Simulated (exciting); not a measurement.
# Sc: energy against volume and a worked fit

The structure is cubic, space group Fm-3m (No. 225). The conventional cell has a = 4.520 Å, b = 4.520 Å, c = 4.520 Å, α = 90.00°, β = 90.00°, γ = 90.00°. Around Sc (site symmetry m-3m) lie 12 Sc at 3.20 Å.

This isn't the form of Sc at room conditions, which is hcp.

The cell was scaled at fixed shape and fractions and run with exciting, all-electron LAPW+lo, shipped species files, valence relativity iora*; PBEsol, k mesh 10 × 10 × 10 on the cell of 1 atom, fermi-dirac occupations of 0.05 eV, no spin polarisation, no spin-orbit coupling. Energies are those that the program minimises, any entropy of the smearing included. For a metal such a mesh isn't converged to the digits shown.

```tsv
V (Å³/atom)	energy over the lowest row (meV/atom)
21.7012	29.58
22.1629	16.62
22.6246	?
23.0864	2.13
23.5481	0.00
24.0098	1.03
24.4715	4.92
```

Problem. Fit the third-order Birch-Murnaghan form, give V0, B0 and B′, and predict the energy left open.

Solution. With y = (V0/V)^(2/3), E = E0 + (9 V0 B0/16) [(y - 1)³ B′ + (y - 1)² (6 - 4y)]. Least squares through the rows shown give V0 = 23.6237 Å³/atom, E0 = -0.03 meV, B0 = 54.51 GPa (1 eV/Å³ = 160.218 GPa) and B′ = 2.83, with a largest miss of 0.02 meV. At V = 22.6246 the form with these constants gives 7.56 meV; the run gave 7.53 meV an atom.
